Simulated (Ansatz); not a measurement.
Clean, relaxed (101) surface of Sn, space group I4/mmm (No. 139) (top face towards +c; atoms held fixed, by place in the list: 1, 2, 3, 4):

```
Sn
1.0
     6.96216    0.00000    0.00000
    -3.48108    5.78358    0.00000
     0.00000    0.00000   22.55984
Sn
12
Direct
  0.18114 0.36227 0.37678
  0.18114 0.86227 0.37678
  0.68114 0.36227 0.37678
  0.68114 0.86227 0.37678
  0.35244 0.70488 0.49249
  0.35244 0.20488 0.49249
  0.85244 0.70488 0.49249
  0.85244 0.20488 0.49249
  0.52311 0.04623 0.60835
  0.52311 0.54623 0.60835
  0.02311 0.04623 0.60835
  0.02311 0.54623 0.60835
```

Computed with Ansatz, DFT PBE, scalar-relativistic, plane waves, PAW. Settings: cutoff 420 eV, Γ-centred mesh 5×5×1 on the computed 12-atom cell, Gaussian smearing of 0.10 eV; no spin polarisation. The cell repeats along c with a dipole correction in the vacuum.

Se (atom) is adsorbed on the top face, one adsorbate per 40.3 Å², and relaxed from 2 starting sites (fractions of a and b). E_ads counts from the clean slab and the free adsorbate (spin-polarised where it has unpaired electrons); negative means bound. Heights count from the highest slab atom after relaxation. Δφ is the top face's. Δp counts per cell along +c. Bonded neighbours lie within 1.25 times the sum of covalent radii (1.35 for H) and, on that scale, within 12 % of the closest. With the adsorbate the cell is lengthened along c to keep the vacuum.

```csv
start,ends at,E_ads (eV),height (Å),shortest contact,Δφ (eV),Δp (e·Å)
"top (Sn) at (0.52, 0.05)","(0.37, 0.73), 3 bonded neighbours (Sn)",-3.51,2.02,Se–Sn 2.78 Å,+0.82,-0.145
"hollow (Sn-Sn-Sn) at (0.19, 0.38)","(0.22, 0.45), 3 bonded neighbours (Sn)",-3.40,1.95,Se–Sn 2.79 Å,+0.83,-0.147
```

Among the sites tried, the lowest end comes from the top (Sn) at (0.52, 0.05) start; other sites may lie lower.

Each end is the local minimum or symmetric point that its start leads to. The slab is only 5.6 Å thick, so the energies aren't converged with thickness.

For at least one of the starts the bottom face's work function also shifts by over 0.1 eV: the slab is too thin to screen the adsorbate, so the work functions aren't converged with thickness.

The reference crystal is a form of Sn, which isn't its usual structure.